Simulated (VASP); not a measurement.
Crystal: SrCl2.

```
Sr Cl
1.0
     0.00000    3.48835    3.48835
     3.48835    0.00000    3.48835
     3.48835    3.48835    0.00000
Sr Cl
1 2
Direct
  0.00000 0.00000 0.00000
  0.75000 0.75000 0.75000
  0.25000 0.25000 0.25000
```

Program: VASP 6.6.1. Alike in all runs: task band structure; no spin polarisation; cell as given; cutoff (eV) 520; smearing gaussian 0.02 eV.

Order these runs on this cell by their band gap on the k mesh, lowest first.
A. level PBE; potentials or basis VASP PAW PBE potentials, release 64 (Sr_sv, Cl); k mesh 8 × 8 × 8; ladder gaps
B. level PBEsol; potentials or basis VASP PAW PBE potentials, release 64 (Sr_sv, Cl); k mesh 8 × 8 × 8; ladder free
C. level PBE0; potentials or basis VASP PAW PBE potentials, release 64 (Sr_sv, Cl); k mesh 4 × 4 × 4; ladder gaps; grid for exact exchange (PRECFOCK) Fast; exchange at q = 0 truncated
D. level LDA; potentials or basis VASP PAW LDA potentials, release 64 (Sr_sv, Cl); k mesh 8 × 8 × 8; ladder gaps
E. level HSE03; potentials or basis VASP PAW PBE potentials, release 64 (Sr_sv, Cl); k mesh 4 × 4 × 4; ladder gaps; grid for exact exchange (PRECFOCK) Fast

D (4.89 eV), B (5.13 eV), A (5.34 eV), E (6.38 eV), C (7.34 eV).

A k mesh can miss the band edges.

Not every run made on this cell is shown here.
